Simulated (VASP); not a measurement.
# BP (F-43m) in VASP: a series of runs, part 2 of 3

VASP 6.6.1. Earlier steps stand in the parts before.

## Step 3: G0W0 quasiparticle levels, PBE

POSCAR reads:

```
BP
1.0
    0.0000000000      2.2690000000      2.2690000000
    2.2690000000      0.0000000000      2.2690000000
    2.2690000000      2.2690000000      0.0000000000
P B
1 1
Direct
    0.7500000000      0.7500000000      0.7500000000
    0.0000000000      0.0000000000      0.0000000000
```

INCAR.step1 reads:

```
SYSTEM = BP
PREC = Accurate
ENCUT = 450
EDIFF = 1E-8
ISMEAR = 0
SIGMA = 0.01
LREAL = .FALSE.
LASPH = .TRUE.
NELM = 60
ALGO = Fast
LWAVE = .TRUE.
LCHARG = .FALSE.
GGA = PE
```

INCAR.step2 reads:

```
SYSTEM = BP
PREC = Accurate
ENCUT = 450
EDIFF = 1E-8
ISMEAR = 0
SIGMA = 0.01
LREAL = .FALSE.
LASPH = .TRUE.
NELM = 1
ALGO = Exact
LWAVE = .TRUE.
LCHARG = .FALSE.
GGA = PE
NBANDS = 23
LOPTICS = .TRUE.
ISTART = 1
```

INCAR.step3 reads:

```
SYSTEM = BP
PREC = Accurate
ENCUT = 450
EDIFF = 1E-8
ISMEAR = 0
SIGMA = 0.01
LREAL = .FALSE.
LASPH = .TRUE.
ALGO = EVGW0
LWAVE = .FALSE.
LCHARG = .FALSE.
GGA = PE
NELMGW = 1
NBANDS = 23
ENCUTGW = 180
NOMEGA = 50
PRECFOCK = Fast
ISTART = 1
NBANDSGW = 12
```

KPOINTS reads:

```
regular mesh
0
G
  6 6 6
  0 0 0
```

Potentials or basis: VASP PAW PBE potentials, release 64 (P_GW, B_GW).

Launch:

```console
$ cat potpaw_PBE.64/P_GW/POTCAR potpaw_PBE.64/B_GW/POTCAR > POTCAR
$ cp INCAR.step1 INCAR
$ mpirun -np 1 vasp_std > vasp.out
$ cp INCAR.step2 INCAR
$ mpirun -np 1 vasp_std > vasp.out
$ cp INCAR.step3 INCAR
$ mpirun -np 1 vasp_std > vasp.out
```

OUTCAR:

```text
SYSTEM = BP
   PREC = Accurate
   ENCUT = 450
   EDIFF = 1E-8
   ISMEAR = 0
   LREAL = .FALSE.
   LASPH = .TRUE.
   GGA = PE
   NELMGW = 1
   ENCUTGW = 180
   PRECFOCK = Fast
   ISTART = 1

 ion  position               nearest neighbor table
   1  0.750  0.750  0.750-   2 1.97   2 1.97   2 1.97   2 1.97
   2  0.000  0.000  0.000-   1 1.97   1 1.97   1 1.97   1 1.97

  LATTYP: Found a face centered cubic cell.
 ALAT       =     4.5380000000

  Lattice vectors:

 A1 = (   0.0000000000,   2.2690000000,   2.2690000000)
 A2 = (   2.2690000000,   0.0000000000,   2.2690000000)
 A3 = (   2.2690000000,   2.2690000000,   0.0000000000)

Analysis of symmetry for initial positions (statically):
=====================================================================
 Subroutine PRICEL returns:
 Original cell was already a primitive cell.

 Routine SETGRP: Setting up the symmetry group for a
 face centered cubic supercell.

 Subroutine GETGRP returns: Found 24 space group operations
 (whereof 24 operations were pure point group operations)
 out of a pool of 48 trial point group operations.

The static configuration has the point symmetry T_d .

Analysis of symmetry for dynamics (positions and initial velocities):
=====================================================================
 Subroutine PRICEL returns:
 Original cell was already a primitive cell.

 Routine SETGRP: Setting up the symmetry group for a
 face centered cubic supercell.

 Subroutine GETGRP returns: Found 24 space group operations
 (whereof 24 operations were pure point group operations)
 out of a pool of 48 trial point group operations.

The dynamic configuration has the point symmetry T_d .

 Subroutine INISYM returns: Found 24 space group operations
 (whereof 24 operations are pure point group operations),
 and found     1 'primitive' translations

----------------------------------------------------------------------------------------

                                     Primitive cell

  volume of cell :      23.3633

  direct lattice vectors                    reciprocal lattice vectors
     0.000000000  2.269000000  2.269000000    -0.220361393  0.220361393  0.220361393
     2.269000000  0.000000000  2.269000000     0.220361393 -0.220361393  0.220361393
     2.269000000  2.269000000  0.000000000     0.220361393  0.220361393 -0.220361393

  length of vectors
     3.208850573  3.208850573  3.208850573     0.381677128  0.381677128  0.381677128

  position of ions in fractional coordinates (direct lattice)
     0.750000000  0.750000000  0.750000000
     0.000000000  0.000000000  0.000000000

  ion indices of the primitive-cell ions
   primitive index   ion index
                 1           1
                 2           2

----------------------------------------------------------------------------------------

 KPOINTS: regular mesh

Automatic generation of k-mesh.
 Grid dimensions read from file:
 generate k-points for:    6    6    6

 Generating k-lattice:

  Cartesian coordinates                     Fractional coordinates (reciprocal lattice)
    -0.036726899  0.036726899  0.036726899     0.166666667  0.000000000  0.000000000
     0.036726899 -0.036726899  0.036726899     0.000000000  0.166666667  0.000000000
     0.036726899  0.036726899 -0.036726899     0.000000000  0.000000000  0.166666667

  Length of vectors
     0.063612855  0.063612855  0.063612855

  Shift w.r.t. Gamma in fractional coordinates (k-lattice)
     0.000000000  0.000000000  0.000000000

 Subroutine IBZKPT returns following result:
 ===========================================

 Found     16 irreducible k-points:

 Following reciprocal coordinates:
            Coordinates               Weight
  0.000000  0.000000  0.000000      1.000000
  0.166667  0.000000  0.000000      8.000000
  0.333333  0.000000  0.000000      8.000000
  0.500000  0.000000  0.000000      4.000000
  0.166667  0.166667  0.000000      6.000000
  0.333333  0.166667  0.000000     24.000000
[... 8 lines left out ...]
 -0.333333  0.333333  0.166667     24.000000
 -0.333333  0.500000  0.166667     12.000000
   k-points           NKPTS =     16   k-points in BZ     NKDIM =    216   number of bands    NBANDS=     23
   number of dos      NEDOS =    301   number of ions     NIONS =      2
   total plane-waves  NPLWV =  13824
   dimension x,y,z NGX =    24 NGY =   24 NGZ =   24
   dimension x,y,z NGXF=    48 NGYF=   48 NGZF=   48
   ions per type =               1   1
   NGX,Y,Z   is equivalent  to a cutoff of  12.43, 12.43, 12.43 a.u.
   NGXF,Y,Z  is equivalent  to a cutoff of  24.87, 24.87, 24.87 a.u.
 SYSTEM =  BP
   PREC   = accura    normal or accurate (medium, high low for compatibility)
   ISTART =      1    job   : 0-new  1-cont  2-samecut
   ICHARG =      0    charge: 1-file 2-atom 10-const
   ISPIN  =      1    spin polarized calculation?
   LNONCOLLINEAR =      F non collinear calculations
   LSORBIT =      F    spin-orbit coupling
   LASPH  =      T    aspherical Exc in radial PAW
   ENCUT  =  450.0 eV  33.07 Ry    5.75 a.u.   5.55  5.55  5.55*2*pi/ulx,y,z
   NELM   =     60;   NELMIN=  2; NELMDL=  0     # of ELM steps
   EDIFF  = 0.1E-07   stopping-criterion for ELM
   LREAL  =      F    real-space projection
   EDIFFG = 0.1E-06   stopping-criterion for IOM
   NSW    =      0    number of steps for IOM
   IBRION =     -1    ionic relax: 0-MD 1-quasi-New 2-CG
   NFREE  =      0    steps in history (QN), initial steepest desc. (CG)
   ISIF   =      0    stress and relaxation
   ISYM   =      3    0-nonsym 1-usesym 2-fastsym
   POTIM  = 0.5000    time-step for ionic-motion
   TEBEG  =    0.0;   TEEND  =   0.0 temperature during run
   PSTRESS=    0.0 pullay stress
   NELECT =       8.0000    total number of electrons
   NUPDOWN=      -1.0000    fix difference up-down
   EMIN   =  10.00;   EMAX   =-10.00  energy-range for DOS
   EFERMI =   0.00;   METHOD = LEGACY
   ISMEAR =     0;   SIGMA  =   0.01  broadening in eV -4-tet -1-fermi 0-gaus
   EFERMI_NEDOS =   21; number of points for ismear=-14 and -15
   IALGO  =     38    algorithm
   IMIX   =      4    mixing-type and parameters
     AMIX     =   0.40;   BMIX     =  1.00
     AMIX_MAG =   1.60;   BMIX_MAG =  1.00
  volume/ion in A,a.u.               =      11.68        78.83
  Fermi-wavevector in a.u.,A,eV,Ry     =   1.145320  2.164342 17.847562  1.311759
  Thomas-Fermi vector in A             =   2.282009
   LORBIT       =      0    0 simple, 1 ext, 2 COOP (PROOUT), +10 PAW based schemes
   GGA     = PE    functional components
   LHFCALC =     T    Hartree Fock is set to
   PRECFOCK=fast      Normal, Fast or Accurate (Low or Medium for compatibility)
   ENCUT4O =  -1.0   cutoff for four orbital integrals eV
   NKREDX  =     1    reduce k-point grid by
   NKREDY  =     1    reduce k-point grid by
   NKREDZ  =     1    reduce k-point grid by
   AEXX    =    1.0000 exact exchange contribution
   HFSCREEN=    0.0000 screening length (either q_TF or 0.3 A-1)
   HFSCREENC=   0.0000 screening length for correlation (either q_TF or 0.3 A-1)
   ENCUTFOCK=  -1.0 apply spherical cutoff to Coloumb kernel
   IVDW    =     0    specifies the selected vdW correction
   LEPSILON=     F    determine dielectric tensor
   LRPA    =     F    only Hartree local field effects (RPA)
   LRPAFORCE           =     F    calculate RPA forces
   ENCUTGW             = 180.0    cutoff for response function in eV
   ENCUTGWSOFT         = 144.0    soft cutoff for Coulomb kernel in GW response function in eV
   ENCUTLF             =  -1.0    cutoff for local field effects
   NELMGW              =     1    number of iterations in solving QP/BSE equation
   NELMHF              =     1    number of iterations in the inner HF iteration
   NKREDLFX            =     1    NKREDLFY  =   1   NKREDLFZ  =   1
 non-spin polarized calculation
 Gauss-broadening in eV      SIGMA  =   0.01
  energy-cutoff  :      450.00
  volume of cell :       23.36
 maximum number of plane-waves:       531
 NGX is ok and might be reduce to    24
  NGX = 14; NGY = 14; NGZ = 14
   NGX = 11   NGY = 11   NGZ = 11
 maximum number of plane-waves:       138

 QP shifts <psi_nk| G(iteration)W_0 |psi_nk>: iteration 1
 for sc-GW calculations column KS-energies equals QP-energies in previous step
 and V_xc(KS)=  KS-energies - (<T + V_ion + V_H > + <T+V_H+V_ion>^1  + <V_x>^1)

 k-point   1 :       0.0000    0.0000    0.0000
  band No.  KS-energies  QP-energies   sigma(KS)   V_xc(KS)     V^pw_x(r,r')   Z            occupation Imag(sigma)

      1      -8.3253      -8.7491     -12.6672     -12.0592     -20.4820       0.6972       2.0000       1.4670
      2       7.1369       7.1921     -13.2347     -13.3045     -14.9313       0.7911       2.0000       0.0576
      3       7.1369       7.1921     -13.2347     -13.3045     -14.9313       0.7911       2.0000       0.0576
      4       7.1369       7.1921     -13.2347     -13.3045     -14.9313       0.7911       2.0000       0.0576
      5      10.5401      11.4964     -10.8631     -12.0774      -7.1355       0.7875       0.0000      -0.0840
      6      10.5401      11.4964     -10.8631     -12.0774      -7.1355       0.7875       0.0000      -0.0840
      7      10.5401      11.4964     -10.8631     -12.0774      -7.1355       0.7875       0.0000      -0.0840
      8      14.5122      15.4862     -11.4713     -12.7617      -6.2255       0.7549       0.0000      -0.1833
      9      18.6606      19.1150      -8.8805      -9.4589      -3.3683       0.7855       0.0000      -0.3655
     10      19.1579      20.3954     -10.1728     -11.7578      -4.9743       0.7807       0.0000      -0.3251
     11      19.1579      20.3954     -10.1728     -11.7578      -4.9743       0.7807       0.0000      -0.3251
     12      22.8222      23.6717      -8.8581      -9.9460      -2.8196       0.7809       0.0000      -0.8052
[... 228 lines left out ...]
      1      -3.2711      -3.5321     -13.1734     -12.8131     -19.0761       0.7245       2.0000       0.6656
      2      -1.0873      -1.4599     -13.0839     -12.5648     -18.2980       0.7178       2.0000       0.4161
      3       1.8378       1.5429     -12.3209     -11.9284     -15.6461       0.7513       2.0000       0.1498
      4       1.9609       1.6824     -12.3113     -11.9409     -15.6065       0.7522       2.0000       0.1474
      5      10.9663      11.7690     -10.2989     -11.3173      -6.2206       0.7881       0.0000      -0.0976
      6      11.5826      12.4071     -10.2356     -11.2779      -6.0830       0.7911       0.0000      -0.1013
      7      16.2415      17.3026     -10.8233     -12.2344      -5.1908       0.7520       0.0000      -0.2869
      8      16.9047      18.0024     -10.7374     -12.1849      -5.1332       0.7583       0.0000      -0.3066
      9      20.0029      21.2132     -10.8397     -12.4521      -4.5439       0.7506       0.0000      -0.5415
     10      23.2034      24.5089     -10.4509     -12.1712      -3.9237       0.7589       0.0000      -0.7620
     11      23.5842      24.8497     -11.0979     -12.7660      -4.5509       0.7587       0.0000      -0.8144
     12      27.5781      28.7229     -10.3645     -11.8818      -3.7507       0.7546       0.0000      -1.1136
```

Wall time 42 s (1 thread of Intel Xeon 6975P-C (Granite Rapids), shared host); peak memory 0.24 GiB.

Results:

```yaml
Band_gap_on_the_k_mesh_mean-field_level: 1.33 eV, indirect (least direct gap 3.40 eV)
Quasiparticle_gap: 1.91 eV
Least_direct_quasiparticle_gap: 4.30 eV
```

Caveat: bands, screening cutoff and mesh are small and nothing is extrapolated, so the quasiparticle values aren't converged.

## Step 4: G0W0 quasiparticle levels, LDA

POSCAR is that of step 3.

INCAR.step1: that of step 3 with these lines changed.

```diff
@@ -12,2 +12 @@
 LCHARG = .FALSE.
-GGA = PE
```

INCAR.step2: that of step 3 with these lines changed.

```diff
@@ -12,4 +12,3 @@
 LCHARG = .FALSE.
-GGA = PE
-NBANDS = 23
+NBANDS = 73
 LOPTICS = .TRUE.
```

INCAR.step3: that of step 3 with these lines changed.

```diff
@@ -11,6 +11,5 @@
 LCHARG = .FALSE.
-GGA = PE
 NELMGW = 1
-NBANDS = 23
-ENCUTGW = 180
+NBANDS = 73
+ENCUTGW = 120
 NOMEGA = 50
```

KPOINTS is that of step 3.

Potentials or basis: VASP PAW LDA potentials, release 64 (P_GW, B_GW).

Launch:

```console
$ cat potpaw_LDA.64/P_GW/POTCAR potpaw_LDA.64/B_GW/POTCAR > POTCAR
$ cp INCAR.step1 INCAR
$ mpirun -np 1 vasp_std > vasp.out
$ cp INCAR.step2 INCAR
$ mpirun -np 1 vasp_std > vasp.out
$ cp INCAR.step3 INCAR
$ mpirun -np 1 vasp_std > vasp.out
```

OUTCAR:

```text
SYSTEM = BP
   PREC = Accurate
   ENCUT = 450
   EDIFF = 1E-8
   ISMEAR = 0
   LREAL = .FALSE.
   LASPH = .TRUE.
   NELMGW = 1
   ENCUTGW = 120
   PRECFOCK = Fast
   ISTART = 1

 ion  position               nearest neighbor table
   1  0.750  0.750  0.750-   2 1.97   2 1.97   2 1.97   2 1.97
   2  0.000  0.000  0.000-   1 1.97   1 1.97   1 1.97   1 1.97
[... 192 lines left out ...]
      2       7.0556       6.8115     -13.7834     -13.4733     -14.8869       0.7871       2.0000       0.0591
      3       7.0556       6.8115     -13.7834     -13.4733     -14.8869       0.7871       2.0000       0.0591
      4       7.0556       6.8115     -13.7834     -13.4733     -14.8869       0.7871       2.0000       0.0591
      5      10.4300      11.0594     -11.5011     -12.3050      -7.1444       0.7830       0.0000      -0.0755
      6      10.4300      11.0594     -11.5011     -12.3050      -7.1444       0.7830       0.0000      -0.0755
      7      10.4300      11.0594     -11.5011     -12.3050      -7.1444       0.7830       0.0000      -0.0755
      8      14.4262      15.0025     -12.1119     -12.8784      -6.1938       0.7518       0.0000      -0.1755
      9      18.3223      18.6421      -9.5295      -9.9392      -3.4187       0.7804       0.0000      -0.3527
     10      19.0990      19.8081     -11.0047     -11.9211      -4.9513       0.7737       0.0000      -0.3145
     11      19.0990      19.8081     -11.0047     -11.9211      -4.9513       0.7737       0.0000      -0.3145
     12      22.5849      23.0781      -9.6560     -10.2914      -2.8284       0.7762       0.0000      -0.7422
[... 228 lines left out ...]
      1      -3.3005      -3.7827     -13.6062     -12.9398     -19.0578       0.7235       2.0000       0.6394
      2      -1.0577      -1.7279     -13.5370     -12.6014     -18.2192       0.7164       2.0000       0.3777
      3       1.7469       1.2503     -12.7783     -12.1151     -15.6249       0.7489       2.0000       0.1328
      4       1.8607       1.3839     -12.7597     -12.1242     -15.5706       0.7504       2.0000       0.1313
      5      10.8269      11.3446     -10.8996     -11.5602      -6.2240       0.7836       0.0000      -0.0931
      6      11.4053      11.9636     -10.8411     -11.5510      -6.0988       0.7864       0.0000      -0.0949
      7      16.1010      16.7952     -11.5606     -12.4892      -5.1867       0.7476       0.0000      -0.2698
      8      16.7175      17.4635     -11.4896     -12.4794      -5.1387       0.7537       0.0000      -0.2863
      9      19.7754      20.6091     -11.6609     -12.7804      -4.5311       0.7447       0.0000      -0.5056
     10      22.9919      23.8144     -11.3621     -12.4579      -3.9109       0.7505       0.0000      -0.7187
     11      23.3477      24.1735     -11.9921     -13.0936      -4.5449       0.7498       0.0000      -0.7697
     12      27.3728      27.9881     -11.3301     -12.1550      -3.7328       0.7459       0.0000      -1.0674
```

OUTCAR.step1:

```text
SYSTEM = BP
   PREC = Accurate
   ENCUT = 450
   EDIFF = 1E-8
   ISMEAR = 0
   LREAL = .FALSE.
   LASPH = .TRUE.
[... 387 lines left out ...]
      3.40350      3.40350      3.40350        -0.000000     -0.000000     -0.000000
      0.00000      0.00000      0.00000         0.000000      0.000000      0.000000
 -----------------------------------------------------------------------------------
    total drift:                               -0.000000     -0.000000     -0.000000

  FREE ENERGIE OF THE ION-ELECTRON SYSTEM (eV)
  ---------------------------------------------------
  free  energy   TOTEN  =       -14.3624949232 eV

  energy  without entropy=      -14.3624949232  energy(sigma->0) =      -14.36249492
```

OUTCAR.step2:

```text
SYSTEM = BP
   PREC = Accurate
   ENCUT = 450
   EDIFF = 1E-8
[... 850 lines left out ...]
  --------------------------------------------------------------------------------------------------------------
     0.00000    10.93325    10.93325    10.93325     0.00000    -0.00000    -0.00000
     1.52649    11.79148    11.79148    11.79148     0.00000    -0.00000    -0.00000
     3.05297    17.04798    17.04798    17.04798     0.00000    -0.00000    -0.00000
     4.57946    24.91461    24.91461    24.91461     0.00000    -0.00000    -0.00000
     6.10595   -17.88654   -17.88654   -17.88654    -0.00000     0.00000    -0.00000
     7.63244    -3.84060    -3.84060    -3.84060    -0.00000     0.00000    -0.00000
[... 92 lines left out ...]
   149.59577     0.97826     0.97826     0.97826    -0.00000     0.00000     0.00000
   151.12226     0.97871     0.97871     0.97871    -0.00000     0.00000     0.00000
```

It took 81 s on 1 thread of Intel Xeon 6975P-C (Granite Rapids), shared host; peak memory 0.32 GiB.

Results:

| Item | Value |
| --- | --- |
| Band gap on the k mesh, mean-field level | 1.30 eV, indirect (least direct gap 3.37 eV) |
| Quasiparticle gap | 1.91 eV |
| Least direct quasiparticle gap | 4.25 eV |

Caveat: bands, screening cutoff and mesh are small and nothing is extrapolated, so the quasiparticle values aren't converged. A k mesh can miss the band edges.

(Continued in part 3 of 3.)
